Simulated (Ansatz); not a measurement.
Runs of Ansatz 0.2.0 on CuO. Symmetry: Cccm, No. 66, orthorhombic system. Conventional cell: a = 3.982 Å, b = 4.307 Å, c = 5.156 Å, α = 90.00°, β = 90.00°, γ = 90.00°. Cu (site symmetry 2/m) is surrounded by 4 O at 1.95 Å. Around O (site symmetry 222) lie 4 Cu at 1.95 Å. Measurements of this composition are mostly on another form, of space group No. 15.

```tsv
task	level	U	cell	cutoff (eV)	points for each segment of the path	hubbard projectors	double counting	gap on the mesh (eV)	pressure (GPa)	relaxed volume (Å³/atom)
relaxation of cell and atoms	PBEsol+D3(BJ)	-	relaxed	420	-	-	-	none	0.0	10.43
relaxation of cell and atoms	RPBE	-	relaxed	420	-	-	-	none	0.0	(a)
band structure	LDA+U	Cu d U = 4.5 eV	as given	420	14	ortho-atomic (the default)	fll (the default)	none	-9.8	-
relaxation of cell and atoms	r2SCAN+U	Cu d U = 5.3 eV	relaxed	500	-	ortho-atomic (the default)	fll (the default)	none	0.0	10.90
```

Alike in all rows: potentials or basis Ansatz PAW; no spin polarisation; k mesh 9 × 9 × 5; smearing fermi-dirac 0.05 eV.

Problem. Fill in the values left out.

Solution. (a) 11.61.

Caveats: the run has no spin polarisation, though such a crystal can be magnetic; the PAW data sets come from PBE, with cores solved anew for the run's functional, which leaves a small shift of forces and pressure; the plane-wave basis is chosen anew once the cell has moved, so the energies of steps on either side of that aren't comparable (some runs); semilocal functionals often make such compounds metallic where correlation or magnetic order opens a gap, which also shifts bond lengths (some runs); U without spin polarisation on a metal has little footing (some runs); pairwise dispersion overbinds metals, which lowers pressure and volume (some runs).

A gap of «none» marks a metal or a gap under the smearing width.

Runs at the PBE level aren't shown here.
